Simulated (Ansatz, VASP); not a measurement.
# KBr in VASP and in Ansatz

```xyz
2
Lattice="0.0000 3.2326 3.2326 3.2326 0.0000 3.2326 3.2326 3.2326 0.0000" Properties=species:S:1:pos:R:3 pbc="T T T"
Br    3.2326    3.2326    3.2326
K     0.0000    0.0000    0.0000
```

Change from the starting cell: volume scaled by 0.94.

Alike in both runs: task single point; functional PBEsol; k mesh 7 × 7 × 7; occupations fermi-dirac, width 0.05 eV; collinear spin.

|  | VASP | Ansatz |
| --- | --- | --- |
| version | VASP 6.6.1 | Ansatz 0.2.0 |
| potentials or method | VASP PAW PBE potentials, release 64 (Br, K_sv), cutoff 520 eV | all-electron LAPW, point nuclei |

|  | VASP | Ansatz | Ansatz less VASP |
| --- | --- | --- | --- |
| gap on the k mesh at the Fermi level (eV) | 4.44 | 4.44 | +0.003 |
| least direct gap on the mesh (eV) | 4.44 | 4.44 | +0.003 |
| pressure (GPa) | 0.7 | 0.7 | -0.07 |
| net moment per atom (μB) | 0.00 | 0.00 | 0.000 |

Ansatz ran all-electron here, so the differences hold the error of VASP's frozen core and of both bases.

Caveats: the PAW data sets were made with another functional, which shifts forces and pressure a little (VASP); the starting moments weren't kept (Ansatz).
